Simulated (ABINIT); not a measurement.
WS2 (Tungstenite):

```
CELL_PARAMETERS angstrom
3.18000 0.00000 0.00000
-1.59000 2.75396 0.00000
0.00000 0.00000 12.50000
ATOMIC_POSITIONS crystal
W 0.66667 0.33333 0.75000
W 0.33333 0.66667 0.25000
S 0.66667 0.33333 0.37500
S 0.33333 0.66667 0.87500
S 0.66667 0.33333 0.12500
S 0.33333 0.66667 0.62500
```

| Property | Result |
| --- | --- |
| Program | ABINIT 10.8.3 (patched build) |
| Task | relaxation of cell and atoms |
| Functional | LDA |
| Potentials or basis | JTH PAW LDA v2.0 |
| Cutoff | 544 eV |
| k mesh | 8 × 8 × 3 |
| Occupations | fermi-dirac, width 0.05 eV |
| Spin | no spin polarisation |

At the start: pressure -5.5 GPa; volume 18.24 Å³/atom.

Question: Where does the relaxation end?

Answer: Over 14 steps the energy falls by 13.6 meV/atom and the volume is 17.19 Å³/atom (-5.8 %); space group P6_3/mmc (No. 194, to 0.05 Å).

Step by step:
```tsv
step	energy change (eV)	largest force (eV/Å)	pressure (GPa)	volume (Å³)
1	0.0000	0.3578	-5.54	109.47
2	-0.0509	0.0068	-2.51	107.63
3	-0.0756	0.1217	0.04	105.10
4	-0.0764	0.1297	-0.53	104.15
5	-0.0783	0.0012	-0.08	104.43
6	-0.0784	0.0023	-0.07	104.41
7	-0.0622	0.4203	1.84	102.64
8	-0.0803	0.0007	-0.07	104.00
9	-0.0809	0.0161	-0.09	103.72
10	-0.0816	0.0390	-0.19	103.27
11	-0.0817	0.0305	-0.10	103.13
12	-0.0817	0.0146	-0.01	103.05
13	-0.0818	0.0011	0.03	103.08
14	-0.0818	0.0013	0.02	103.12
```

Final structure:
```yaml
crystal:
  lattice:
    - [3.12826, 0.00000, 0.00000]
    - [-1.56413, 2.70916, 0.00000]
    - [0.00000, 0.00000, 12.16725]
  atoms:
    - { symbol: W, position: [0.66667, 0.33333, 0.75000] }
    - { symbol: W, position: [0.33333, 0.66667, 0.25000] }
    - { symbol: S, position: [0.66667, 0.33333, 0.37832] }
    - { symbol: S, position: [0.33333, 0.66667, 0.87832] }
    - { symbol: S, position: [0.66667, 0.33333, 0.12168] }
    - { symbol: S, position: [0.33333, 0.66667, 0.62168] }
```
